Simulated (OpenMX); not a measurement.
# BaTiO3 under changes of volume

One of the cells (12.839 Å³/atom); the others are scaled copies at fixed shape and fractional positions:

```xyz
5
Lattice="2.8277 1.6326 2.3177 -2.8277 1.6326 2.3177 0.0000 -3.2651 2.3177" Properties=species:S:1:pos:R:3 pbc="T T T"
Ba   -2.7004    1.6624    2.3728
Ti   -0.0605   -0.0667    3.6407
O    -0.0308   -1.5655    4.5301
O    -1.4487    0.8432    4.4791
O     1.4127    0.7592    4.5299
```

- Program: OpenMX 3.8.5
- Functional: LDA
- Potentials or basis: OpenMX 2013 LDA set, Ba10.0-s3p2d2, Ti7.0-s3p2d2, O6.0-s2p2d1, fixed grid of 48 × 48 × 48 points
- k mesh: 7 × 7 × 7
- Occupations: fermi-dirac, width 0.05 eV
- Spin: no spin polarisation

| volume (Å³/atom) | energy over the lowest point (meV/atom) | gap on the mesh (eV) | largest force (eV/Å) |
| --- | --- | --- | --- |
| 12.069 | 33.82 | 2.68 | 3.214 |
| 12.326 | 15.49 | 2.62 | 2.820 |
| 12.582 | 4.46 | 2.56 | 2.457 |
| 12.839 | 0.00 | 2.50 | 2.125 |
| 13.096 | 1.40 | 2.44 | 1.824 |
| 13.353 | 8.01 | 2.38 | 1.554 |
| 13.610 | ? | ? | ? |

What does the run at 13.610 Å³/atom give?

Energy over the lowest point 19.31 meV/atom; gap on the mesh 2.32 eV; largest force 1.327 eV/Å.

Worked out: A Birch-Murnaghan fit of order 3 (a polynomial in V^(-2/3)) to the other rows has its minimum at 12.90 Å³/atom with B0 = V·E''(V) = 178 GPa and B' = 4.6 at fixed shape and positions, which overstates the stiffness. It gives 19.33 meV/atom at 13.610 Å³/atom, against the run's 19.31. A straight line through the other rows of the gap, of slope -2.97 eV per unit of ln V, extrapolates to 2.33 eV, against the run's 2.32.

Energies are extrapolated to zero smearing.

Caveats: spin-orbit coupling is left out, which moves the levels of the heavy elements; an odd mesh through Γ misses points on the zone boundary, where band edges often lie; the basis of atomic orbitals isn't converged, which shifts pressures, moduli and gaps; forces of over 1 eV/Å show positions far from the minimum, so gaps and moduli don't describe the material at rest.
